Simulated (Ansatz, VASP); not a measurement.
# Two plane-wave programs on NiO

INCAR

```
SYSTEM = NiO
  PREC = Accurate
  ENCUT = 520
  EDIFF = 1E-6
  ISMEAR = -1
  SIGMA = 0.15
  LREAL = .FALSE.
  LASPH = .TRUE.
  NELM = 150
  ALGO = Normal
  ISIF = 2
  LWAVE = .FALSE.
  LCHARG = .FALSE.
  ISPIN = 2
  MAGMOM = 1.6 -1.6 0 0
  LORBIT = 11
  LMAXMIX = 4
  LDAU = .TRUE.
  LDAUTYPE = 2
  LDAUL = 2 -1
  LDAUU = 6 0
  LDAUJ = 0 0
  LDAUPRINT = 1
  GGA = PE
  NBANDS = 28
```

File KPOINTS:

```
Automatic mesh
0
G
  3 3 3
  0 0 0
```

The input POSCAR:

```
NiO
1.0
   -3.9789100000     -0.1027610000      3.7610550000
    0.0860000000      1.9711960000      1.9151470000
   -2.1014290000      2.0485500000     -0.1633540000
Ni O
2 2
Direct
    0.7139890000      0.1005700000      0.7370600000
    1.2336490000      0.0862820000      0.7551790000
    0.9953630000      0.6362950000      1.1801460000
    1.4916730000      0.5723850000      1.2484990000
```

Input for Ansatz:

```yaml
crystal:
  lattice:
    - [-3.97891, -0.102761, 3.761055]
    - [0.086, 1.971196, 1.915147]
    - [-2.101429, 2.04855, -0.163354]
  atoms:
    - { symbol: Ni, position: [0.713989, 0.10057, 0.73706], spin: 1.6 }
    - { symbol: O, position: [0.995363, 0.636295, 1.180146] }
    - { symbol: Ni, position: [1.233649, 0.086282, 0.755179], spin: -1.6 }
    - { symbol: O, position: [1.491673, 0.572385, 1.248499] }
kpoints:
  mp_grid: { grid: [3, 3, 3] }
hamiltonian:
  xc: pbe
  pseudopotentials: { kind: paw }
  hubbard:
    sites: [{ species: Ni, l: d, u_eff: 6.0 }]
    projectors: all-electron-ortho-atomic
scf:
  occupations: { method: fermi_dirac, width: 0.15 }
output:
  forces: true
  stress: true
  eigenvalues: true
magnetization:
  spin_polarized: true
```

Alike in both runs: task single point; functional PBE; k mesh 3 × 3 × 3; occupations fermi-dirac, width 0.15 eV; collinear spin; Hubbard terms Ni d U = 6.0 eV.

|  | VASP | Ansatz |
| --- | --- | --- |
| version | VASP 6.6.1 | Ansatz 0.2.0 development build |
| potentials or method | VASP PAW PBE potentials, release 64 (Ni, O) | plane waves, PAW datasets (generated soft set 1) |
| plane-wave cutoff (eV) | 520 | 420 |
| valence electrons in the cell | 32 | 48 |

|  | VASP | Ansatz | Ansatz less VASP |
| --- | --- | --- | --- |
| gap on the k mesh at the Fermi level (eV) | 3.21 | 2.96 | -0.251 |
| rms of the force components (eV/Å) | 0.978 | 1.147 | +0.1689 |
| size of the moment on the site where the two differ most (μB) | 1.70 | 1.56 | -0.139 |

Site moments also hang on the region over which each program counts them. The programs project onto different local orbitals, so the same U acts differently. The two sets of potentials don't hold the same shells in valence.

Caveats: the k mesh is coarse (spacing up to 0.89 Å⁻¹), so the values aren't converged; an odd mesh through Γ misses points on the zone boundary, where band edges often lie; forces of over 1 eV/Å show positions far from the minimum, so gaps and moduli don't describe the material at rest. The state reached can hang on the start; a lower one may exist.
